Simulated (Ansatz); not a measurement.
Runs of Ansatz 0.2.0 on CuO (Tenorite). The structure is monoclinic, space group C2/c (No. 15). The conventional cell has a = 4.684 Å, b = 3.423 Å, c = 5.129 Å, α = 90.00°, β = 99.54°, γ = 90.00°. Around Cu (site symmetry -1) lie 4 O at 1.95 to 1.96 Å. O (site symmetry 2) has 4 Cu at 1.95 to 1.96 Å as nearest neighbours. 

```csv
level,share of exact exchange,gap on the mesh (eV),pressure (GPa),largest force (eV/Å)
HSE06 form with a typed share of exact exchange,0.15,none,2.3,0.27
HSE06 form with a typed share of exact exchange,0.1,none,(b),0.27
HSE06 form with a typed share of exact exchange,0.5,none,-5.1,0.23
HSE06,0.25,none,0.1,0.27
HSE06 form with a typed share of exact exchange,0,none,(a),0.26
```

Alike in all rows: task single point; potentials or basis Ansatz PAW; no spin polarisation; cell as given; k mesh 6 × 6 × 3; cutoff (eV) 420; smearing fermi-dirac 0.05 eV; the mesh is coarse, so values aren't converged.

**Question.** Estimate the missing entries.

**Answer.** (a) 5.8; (b) 3.4.

Caveats: all runs use coarse meshes; the run has no spin polarisation, though such a crystal can be magnetic; the PAW data sets come from PBE, with cores solved anew for the run's functional, which leaves a small shift of forces and pressure (some runs); the thresholds are loose for stress (some runs); the PAW data sets were made with another functional, which shifts forces and pressure a little (some runs).

A gap of «none» marks a metal or a gap under the smearing width.
